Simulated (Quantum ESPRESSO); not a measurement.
**Sb in Quantum ESPRESSO: convergence with density cutoff**

Input of the first run (density cutoff 180 Ry); the others differ in this setting and in those tied to it:

Contents of pw.in:

```
&CONTROL
  calculation = 'scf'
  prefix = 'pwscf'
  outdir = './tmp'
  pseudo_dir = './pseudo'
  tprnfor = .true.
  tstress = .true.
  disk_io = 'nowf'
/
&SYSTEM
  ibrav = 0
  nat = 1
  ntyp = 1
  ecutwfc = 45
  ecutrho = 180
  nbnd = 13
  occupations = 'smearing'
  smearing = 'mv'
  degauss = 0.00367493
/
&ELECTRONS
  conv_thr = 2d-10
  electron_maxstep = 120
  mixing_beta = 0.5
/
ATOMIC_SPECIES
Sb   121.7600 sb_pbesol_v1.4.uspp.F.UPF
CELL_PARAMETERS angstrom
  -1.5765401831    1.5765401831    2.7119384313
   1.5765401831   -1.5765401831    2.7119384313
   1.5765401831    1.5765401831   -2.7119384313
ATOMIC_POSITIONS crystal
Sb     0.0000000000    0.0000000000    0.0000000000
K_POINTS automatic
12 12 12 0 0 0
```

Potentials or basis: GBRV 1.5 PBEsol.

Run with:

```sh
$ OMP_NUM_THREADS=1 pw.x -in pw.in > pw.out
```

This isn't the form of Sb at room conditions, which is rhombohedral.

Hardware: 1 thread of Arm Neoverse V2, with other jobs on the host.

```tsv
density cutoff	energy less the tightest run, at zero smearing (meV/atom)	SCF cycles	CPU time (s)	peak memory (GiB)
180 Ry	0.03	8	30	0.08
225 Ry	0.03	8	31	0.09
270 Ry	-0.10	8	31	0.1
315 Ry	-0.01	8	31	0.11
360 Ry	-0.04	8	32	0.11
450 Ry	0.01	8	32	0.16
540 Ry	0.01	8	33	0.19
720 Ry	0.00	8	31	0.26
```

Against the tightest run, the energy stays within 1 meV/atom from 180 Ry on. The tightest run that finished is the yardstick and may itself not be fully converged.

Spin-orbit coupling is left out, which matters for the levels of Sb.
